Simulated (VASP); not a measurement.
# PtSe2 (P-3m1) in VASP: band structure with LDA

Aim: the band structure of PtSe2 with LDA.

Everything below comes from runs of VASP 6.6.1. Logs are shortened: lines on timing, memory, paths and dates and some standing lists are left out, and cuts for length are marked.

**1. Starting point**

It takes space group P-3m1 (No. 164, trigonal). Conventional cell: a = 3.743 Å, b = 3.743 Å, c = 4.764 Å, α = 90.00°, β = 90.00°, γ = 120.00°. Around Pt (site symmetry -3m) lie 6 Se at 2.50 Å. Se (site symmetry 3m) has 3 Pt at 2.50 Å as nearest neighbours.

**2. Band structure, LDA**

Contents of POSCAR:

```
PtSe2                                   
1.0
    3.7434459480      0.0000000000      0.0000000000
   -1.8717229740      3.2419192849      0.0000000000
    0.0000000000      0.0000000000      4.7643126839
  Pt              Se            
     1     2
Direct
     0.0000000000000000    0.0000000000000000    1.0000000000000000
     0.3333333300000021    0.6666666699999979    0.2652762461597881
     0.6666666699999979    0.3333333300000021    0.7347237538402118
```

Contents of INCAR.step1:

```
ALGO = Fast
EDIFF = 1E-7
ENCUT = 520
ISIF = 2
ISMEAR = 0
LASPH = True
LCHARG = True
LMAXMIX = 4
LREAL = False
LWAVE = False
NBANDS = 18
NELM = 100
PREC = Accurate
SIGMA = 0.02
```

Contents of KPOINTS.step1:

```
k-points
0
Gamma
  9 9 6
```

Contents of INCAR.step2:

```
ALGO = Fast
EDIFF = 1E-7
ENCUT = 520
ICHARG = 11
ISIF = 2
ISMEAR = 0
LASPH = True
LCHARG = False
LMAXMIX = 4
LREAL = False
LWAVE = False
NBANDS = 18
NELM = 100
PREC = Accurate
SIGMA = 0.05
```

Contents of KPOINTS.step2:

```
path GMKGALHA,LM,KH
15
line-mode
reciprocal
 0.0000000000  0.0000000000  0.0000000000  G
 0.5000000000  0.0000000000  0.0000000000  M

 0.5000000000  0.0000000000  0.0000000000  M
 0.3333333333  0.3333333333  0.0000000000  K

 0.3333333333  0.3333333333  0.0000000000  K
 0.0000000000  0.0000000000  0.0000000000  G

 0.0000000000  0.0000000000  0.0000000000  G
 0.0000000000  0.0000000000  0.5000000000  A

 0.0000000000  0.0000000000  0.5000000000  A
 0.5000000000  0.0000000000  0.5000000000  L

 0.5000000000  0.0000000000  0.5000000000  L
 0.3333333333  0.3333333333  0.5000000000  H

 0.3333333333  0.3333333333  0.5000000000  H
 0.0000000000  0.0000000000  0.5000000000  A

 0.5000000000  0.0000000000  0.5000000000  L
 0.5000000000  0.0000000000  0.0000000000  M

 0.3333333333  0.3333333333  0.0000000000  K
 0.3333333333  0.3333333333  0.5000000000  H
```

Potentials or basis: VASP PAW LDA potentials, release 64 (Pt, Se).

On the command line:

```sh
$ cat potpaw_LDA.64/Pt/POTCAR potpaw_LDA.64/Se/POTCAR > POTCAR
$ cp INCAR.step1 INCAR
$ cp KPOINTS.step1 KPOINTS
$ mpirun -np 1 vasp_std > vasp.out
$ cp INCAR.step2 INCAR
$ cp KPOINTS.step2 KPOINTS
$ mpirun -np 1 vasp_std > vasp.out
```

OUTCAR:

```text
EDIFF = 1E-7
   ENCUT = 520
   ICHARG = 11
   ISIF = 2
   ISMEAR = 0
   LASPH = True
   LREAL = False
   NELM = 100
   PREC = Accurate

 ion  position               nearest neighbor table
   1  0.000  0.000  0.000-   2 2.50   3 2.50   2 2.50   3 2.50   3 2.50   2 2.50
   2  0.333  0.667  0.265-   1 2.50   1 2.50   1 2.50
   3  0.667  0.333  0.735-   1 2.50   1 2.50   1 2.50

  LATTYP: Found a hexagonal cell.
 ALAT       =     3.7434459480
 C/A-ratio  =     1.2727077538

  Lattice vectors:

 A1 = (   3.7434459480,   0.0000000000,   0.0000000000)
 A2 = (  -1.8717229740,   3.2419192849,   0.0000000000)
 A3 = (   0.0000000000,   0.0000000000,   4.7643126839)

Analysis of symmetry for initial positions (statically):
=====================================================================
 Subroutine PRICEL returns:
 Original cell was already a primitive cell.

 Routine SETGRP: Setting up the symmetry group for a
 hexagonal supercell.

 Subroutine GETGRP returns: Found 12 space group operations
 (whereof 12 operations were pure point group operations)
 out of a pool of 24 trial point group operations.

The static configuration has the point symmetry D_3d.

Analysis of symmetry for dynamics (positions and initial velocities):
=====================================================================
 Subroutine PRICEL returns:
 Original cell was already a primitive cell.

 Routine SETGRP: Setting up the symmetry group for a
 hexagonal supercell.

 Subroutine GETGRP returns: Found 12 space group operations
 (whereof 12 operations were pure point group operations)
 out of a pool of 24 trial point group operations.

The dynamic configuration has the point symmetry D_3d.

 Subroutine INISYM returns: Found 12 space group operations
 (whereof 12 operations are pure point group operations),
 and found     1 'primitive' translations

----------------------------------------------------------------------------------------

                                     Primitive cell

  volume of cell :      57.8195

  direct lattice vectors                    reciprocal lattice vectors
     3.743445948  0.000000000  0.000000000     0.267133549  0.154229626  0.000000000
    -1.871722974  3.241919285  0.000000000     0.000000000  0.308459253  0.000000000
     0.000000000  0.000000000  4.764312684     0.000000000  0.000000000  0.209893864

  length of vectors
[... 72 lines left out ...]
   LNONCOLLINEAR =      F non collinear calculations
   LSORBIT =      F    spin-orbit coupling
   LASPH  =      T    aspherical Exc in radial PAW
   ENCUT  =  520.0 eV  38.22 Ry    6.18 a.u.   6.96  6.96  8.86*2*pi/ulx,y,z
   NELM   =    100;   NELMIN=  2; NELMDL=  0     # of ELM steps
   EDIFF  = 0.1E-06   stopping-criterion for ELM
   LREAL  =      F    real-space projection
   EDIFFG = 0.1E-05   stopping-criterion for IOM
   NSW    =      0    number of steps for IOM
   IBRION =     -1    ionic relax: 0-MD 1-quasi-New 2-CG
   NFREE  =      0    steps in history (QN), initial steepest desc. (CG)
   ISIF   =      2    stress and relaxation
   ISYM   =      2    0-nonsym 1-usesym 2-fastsym
   POTIM  = 0.5000    time-step for ionic-motion
   TEBEG  =    0.0;   TEEND  =   0.0 temperature during run
   PSTRESS=    0.0 pullay stress
   NELECT =      22.0000    total number of electrons
   NUPDOWN=      -1.0000    fix difference up-down
   EMIN   =  10.00;   EMAX   =-10.00  energy-range for DOS
   EFERMI =   0.00;   METHOD = LEGACY
   ISMEAR =     0;   SIGMA  =   0.05  broadening in eV -4-tet -1-fermi 0-gaus
   EFERMI_NEDOS =   21; number of points for ismear=-14 and -15
   IALGO  =     68    algorithm
   IMIX   =      4    mixing-type and parameters
     AMIX     =   0.40;   BMIX     =  1.00
     AMIX_MAG =   1.60;   BMIX_MAG =  1.00
  volume/ion in A,a.u.               =      19.27       130.06
  Fermi-wavevector in a.u.,A,eV,Ry     =   1.186290  2.241764 19.147277  1.407285
  Thomas-Fermi vector in A             =   2.322466
   LORBIT       =      0    0 simple, 1 ext, 2 COOP (PROOUT), +10 PAW based schemes
   GGA     = CA    functional components
   LHFCALC =     F    Hartree Fock is set to
   AEXX    =    0.0000 exact exchange contribution
   IVDW    =     0    specifies the selected vdW correction
   LEPSILON=     F    determine dielectric tensor
   LRPA    =     F    only Hartree local field effects (RPA)
 non-spin polarized calculation
 RMM-DIIS sequential band-by-band and
 Gauss-broadening in eV      SIGMA  =   0.05
  energy-cutoff  :      520.00
  volume of cell :       57.82
 maximum number of plane-waves:      1586
 NGX is ok and might be reduce to    28

 number of electron      21.9999998 magnetization

 Free energy of the ion-electron system (eV)
  ---------------------------------------------------
  ext. energy  EPLUGINS =         0.00000000
  ---------------------------------------------------
  free energy    TOTEN  =       -16.83103341 eV

  energy without entropy =      -16.82850573  energy(sigma->0) =      -16.82976957

 E-fermi :   7.0679     XC(G=0): -11.2008

 val. band max:        7.0676362515   @ k =   0.3333   0.3333   0.0357
 cond. band min:       7.0909789236   @ k =   0.3452   0.3095   0.0000
 fundamental gap:      0.0233426721
 Fermi energy:         7.0678652429

 k-point     1 :       0.0000    0.0000    0.0000
  band No.  band energies     occupation
      1      -8.8399      2.00000
      2      -5.5496      2.00000
      3      -0.2624      2.00000
      4       0.6064      2.00000
      5       0.6064      2.00000
      6       3.1488      2.00000
[... 481 lines left out ...]
      5       1.5146      2.00000
      6       2.0674      2.00000
[... 10 lines left out ...]
     17      16.1016      0.00000
     18      17.4161      0.00000

 [... further k-points ...]
[... 5 lines left out ...]
  --------------------------------------------------------------------------------------
  -------------------------------------------------------------------------------------
  Total        0.6095355      0.6095355      0.2952601     -0.0000000     -0.0000000      0.0000000
  in kB       16.8902305     16.8902304      8.1816583     -0.0000000     -0.0000000      0.0000000
  external PRESSURE =      13.9873731 kB  Pullay stress =       0.0000000 kB

 VOLUME and BASIS-vectors are now :
 -----------------------------------------------------------------------------
  energy-cutoff  :      520.00
  volume of cell :       57.82
      direct lattice vectors                 reciprocal lattice vectors
     3.743445948  0.000000000  0.000000000     0.267133549  0.154229626  0.000000000
    -1.871722974  3.241919285  0.000000000     0.000000000  0.308459253  0.000000000
     0.000000000  0.000000000  4.764312684     0.000000000  0.000000000  0.209893864

 POSITION                                       TOTAL-FORCE (eV/Angst)
 -----------------------------------------------------------------------------------
      0.00000      0.00000      0.00000        -0.000000      0.000000      0.000000
     -0.00000      2.16128      1.26386         0.000000      0.000000     -0.396261
      1.87172      1.08064      3.50045        -0.000000      0.000000      0.396261
 -----------------------------------------------------------------------------------
    total drift:                               -0.000000     -0.000000      0.000000

  FREE ENERGIE OF THE ION-ELECTRON SYSTEM (eV)
  ---------------------------------------------------
  free  energy   TOTEN  =       -16.8310334142 eV

  energy  without entropy=      -16.8285057276  energy(sigma->0) =      -16.82976957
```

OUTCAR.step1:

```text
EDIFF = 1E-7
   ENCUT = 520
   ISIF = 2
   ISMEAR = 0
[... 732 lines left out ...]
      0.00000      0.00000      0.00000         0.000000      0.000000      0.000000
     -0.00000      2.16128      1.26386        -0.000000     -0.000000      0.001951
      1.87172      1.08064      3.50045         0.000000      0.000000     -0.001951
 -----------------------------------------------------------------------------------
    total drift:                               -0.000000     -0.000000      0.000000

  FREE ENERGIE OF THE ION-ELECTRON SYSTEM (eV)
  ---------------------------------------------------
  free  energy   TOTEN  =       -17.0904324111 eV

  energy  without entropy=      -17.0901558224  energy(sigma->0) =      -17.09029412
```

OSZICAR.step1:

```text
N       E                     dE             d eps       ncg     rms          rms(c)
DAV:   1     0.106884649898E+03    0.10688E+03   -0.10205E+04  2272   0.108E+03
DAV:   2    -0.129188252252E+02   -0.11980E+03   -0.11581E+03  2692   0.214E+02
DAV:   3    -0.178502337583E+02   -0.49314E+01   -0.48884E+01  2692   0.430E+01
DAV:   4    -0.178886204217E+02   -0.38387E-01   -0.38371E-01  2724   0.408E+00
DAV:   5    -0.178889799424E+02   -0.35952E-03   -0.35951E-03  2702   0.389E-01    0.133E+01
RMM:   6    -0.173308148621E+02    0.55817E+00   -0.28049E+00  2236   0.958E+00    0.784E+00
RMM:   7    -0.171247292565E+02    0.20609E+00   -0.34066E-01  2254   0.355E+00    0.410E+00
RMM:   8    -0.170919174809E+02    0.32812E-01   -0.34199E-02  2353   0.123E+00    0.565E-01
RMM:   9    -0.170904843338E+02    0.14331E-02   -0.46839E-03  2536   0.465E-01    0.159E-01
RMM:  10    -0.170904296447E+02    0.54689E-04   -0.79055E-04  2592   0.199E-01    0.550E-02
RMM:  11    -0.170904300829E+02   -0.43817E-06   -0.15477E-04  2684   0.825E-02    0.288E-02
RMM:  12    -0.170904318113E+02   -0.17284E-05   -0.27709E-05  2677   0.347E-02    0.108E-02
RMM:  13    -0.170904323887E+02   -0.57742E-06   -0.65019E-06  2740   0.155E-02    0.613E-03
RMM:  14    -0.170904323759E+02    0.12791E-07   -0.14873E-06  2599   0.787E-03    0.193E-03
RMM:  15    -0.170904324111E+02   -0.35252E-07   -0.38757E-07  2024   0.352E-03
   1 F= -.17090432E+02 E0= -.17090294E+02  d E =-.276589E-03
```

Run time: 2 min. Hardware: 1 thread of Intel Xeon Platinum 8488C (Sapphire Rapids), shared host; peak memory 0.25 GiB.

What came out:

```
Band gap along the path : none (metal or under the smearing width)
```

Levels at the corners of the path, in eV from the Fermi level:
| point | band 7 | band 8 | band 9 | band 10 | band 11 | band 12 | band 13 | band 14 | band 15 | band 16 |
| --- | --- | --- | --- | --- | --- | --- | --- | --- | --- | --- |
| Γ | -3.92 | -2.50 | -1.02 | -1.02 | 0.85 | 1.09 | 1.09 | 3.16 | 4.17 | 7.22 |
| M | -3.84 | -3.80 | -3.42 | -3.36 | -2.97 | 0.50 | 2.61 | 5.07 | 6.09 | 7.01 |
| M | -3.84 | -3.80 | -3.42 | -3.36 | -2.97 | 0.50 | 2.61 | 5.07 | 6.09 | 7.01 |
| K | -4.68 | -3.73 | -2.29 | -1.73 | -1.73 | -0.04 | -0.04 | 3.90 | 7.50 | 8.46 |
| K | -4.68 | -3.73 | -2.29 | -1.73 | -1.73 | -0.04 | -0.04 | 3.90 | 7.50 | 8.46 |
| Γ | -3.92 | -2.50 | -1.02 | -1.02 | 0.85 | 1.09 | 1.09 | 3.16 | 4.17 | 7.22 |
| Γ | -3.92 | -2.50 | -1.02 | -1.02 | 0.85 | 1.09 | 1.09 | 3.16 | 4.17 | 7.22 |
| A | -3.98 | -3.00 | -1.76 | -1.76 | -1.67 | 2.42 | 2.42 | 4.94 | 6.53 | 6.53 |
| A | -3.98 | -3.00 | -1.76 | -1.76 | -1.67 | 2.42 | 2.42 | 4.94 | 6.53 | 6.53 |
| L | -3.46 | -3.45 | -3.16 | -2.67 | -1.10 | 0.61 | 1.51 | 4.78 | 5.05 | 7.74 |
| L | -3.46 | -3.45 | -3.16 | -2.67 | -1.10 | 0.61 | 1.51 | 4.78 | 5.05 | 7.74 |
| H | -4.41 | -4.41 | -3.55 | -2.54 | -2.54 | 2.43 | 2.43 | 6.73 | 7.49 | 7.67 |
| H | -4.41 | -4.41 | -3.55 | -2.54 | -2.54 | 2.43 | 2.43 | 6.73 | 7.49 | 7.67 |
| A | -3.98 | -3.00 | -1.76 | -1.76 | -1.67 | 2.42 | 2.42 | 4.94 | 6.53 | 6.53 |
| L | -3.46 | -3.45 | -3.16 | -2.67 | -1.10 | 0.61 | 1.51 | 4.78 | 5.05 | 7.74 |
| M | -3.84 | -3.80 | -3.42 | -3.36 | -2.97 | 0.50 | 2.61 | 5.07 | 6.09 | 7.01 |
| K | -4.68 | -3.73 | -2.29 | -1.73 | -1.73 | -0.04 | -0.04 | 3.90 | 7.50 | 8.46 |
| H | -4.41 | -4.41 | -3.55 | -2.54 | -2.54 | 2.43 | 2.43 | 6.73 | 7.49 | 7.67 |

Caveat: the log is that of the step along the path at fixed density, whose energy, stress, charges and moments have no meaning; spin-orbit coupling is left out, which moves the levels of the heavy elements.
